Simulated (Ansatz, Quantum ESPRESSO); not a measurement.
## BAs and the effect of the pressure

The cell as given:

It takes space group F-43m (No. 216, cubic). The conventional cell has a = 4.777 Å, b = 4.777 Å, c = 4.777 Å, α = 90.00°, β = 90.00°, γ = 90.00°. Around As (site symmetry -43m) lie 4 B at 2.07 Å. B (site symmetry -43m) has 4 As at 2.07 Å as nearest neighbours.

Kept alike: task relaxation of cell and atoms; functional PBE; k mesh 10 × 10 × 10; occupations fermi-dirac, width 0.05 eV; no spin polarisation. Program: Quantum ESPRESSO, SSSP 1.3 efficiency PBE, cutoff 857 eV. The mesh is that of the run's cell of 2 atoms. No spin-orbit coupling.

| run | band gap (eV) | volume (Å³/atom) |
| --- | --- | --- |
| A | 1.182 | 13.763 |
| B | 1.128 | 13.075 |
| C | 1.161 | 13.484 |
| D | 1.197 | 13.968 |
| E | 1.020 | 11.871 |
| F | 1.070 | 12.405 |

Spin-orbit coupling, left out here, moves the band edges of heavy atoms and can close or invert small gaps. Gaps hold for each row's own relaxed cell. The relaxations keep at least the cell's symmetry (F-43m). The runs follow the start's structure, whether or not it is the stable one at these pressures. P is the pressure aimed at, which the runs meet within some hundredths to tenths of a GPa. A gap read on the mesh alone can miss an edge between its points.

**Question.** The runs differ in the pressure alone: 0; 2; 5; 10; 20; 30 GPa. Which run is which?

**Answer.** Run A is 2 GPa; run B is 10 GPa; run C is 5 GPa; run D is 0 GPa; run E is 30 GPa; run F is 20 GPa. The band gap falls from 1.197 to 1.020 eV between 0 and 30 GPa. A twin series (Ansatz, all-electron LAPW, scalar-relativistic) moves it by -0.1739 between 0 and 30, against -0.1770 eV here. The volume falls from 13.968 to 11.871 Å³/atom between 0 and 30 GPa. The volume falls ever more slowly, since the solid stiffens under load. At the pressures aimed at, which the runs meet within some tenths of a GPa, the step from 0 to 5 GPa gives a mean bulk modulus near 142 GPa, the last step 227 GPa. A twin series (Ansatz, all-electron LAPW, scalar-relativistic) moves it by -2.0967 between 0 and 30, against -2.0970 Å³/atom here.

Compression narrows the gap of BAs at every step, the opposite of what the simple picture of growing bonding-antibonding splitting would suggest. The explanation lies in the indirect gap: the valence top at Γ is made of bonding p states, while the conduction minimum lies along Γ-X, towards X. States in this valley have much of their weight in the interstitial regions and rise less under compression than the valence top, as in silicon. The fall per GPa weakens at higher pressure, but the fall per unit of volume lost does not. The flattening thus reflects the stiffening lattice rather than a fading electronic response.

The close agreement with the all-electron series makes a pseudopotential artefact an unlikely source of the trend. The absolute gaps are nevertheless too small compared with experiment, as expected from Kohn-Sham gaps of a semilocal functional, which lack the derivative discontinuity. Nor does the narrowing imply a red shift of the direct gap at Γ, which usually widens under pressure in tetrahedral semiconductors.
